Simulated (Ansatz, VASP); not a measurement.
## One calculation of BN, two programs

```
CELL_PARAMETERS angstrom
2.29431 0.00000 0.00000
-1.14715 1.98693 0.00000
0.00000 0.00000 7.93441
ATOMIC_POSITIONS crystal
B 0.33333 0.66667 0.25000
B 0.66667 0.33333 0.75000
N 0.33333 0.66667 0.75000
N 0.66667 0.33333 0.25000
```

Alike in both runs: task single point; functional PBEsol; k mesh 12 × 12 × 4; occupations gaussian, width 0.05 eV; no spin polarisation.

|  | VASP | Ansatz |
| --- | --- | --- |
| version | VASP 6.6.1 | Ansatz 0.2.0 |
| potentials or method | VASP PAW PBE potentials, release 64 (B, N) | scalar-relativistic, plane waves, PAW |
| plane-wave cutoff (eV) | 520 | 420 |
| valence electrons in the cell | 16 | 16 |

|  | VASP | Ansatz | Ansatz less VASP |
| --- | --- | --- | --- |
| gap on the k mesh at the Fermi level (eV) | 4.05 | 4.07 | +0.014 |
| least direct gap on the mesh (eV) | 4.97 | 4.99 | +0.020 |

 A k mesh can miss the band edges. A hybrid or GW would open this gap; PBEsol tends to underestimate it.
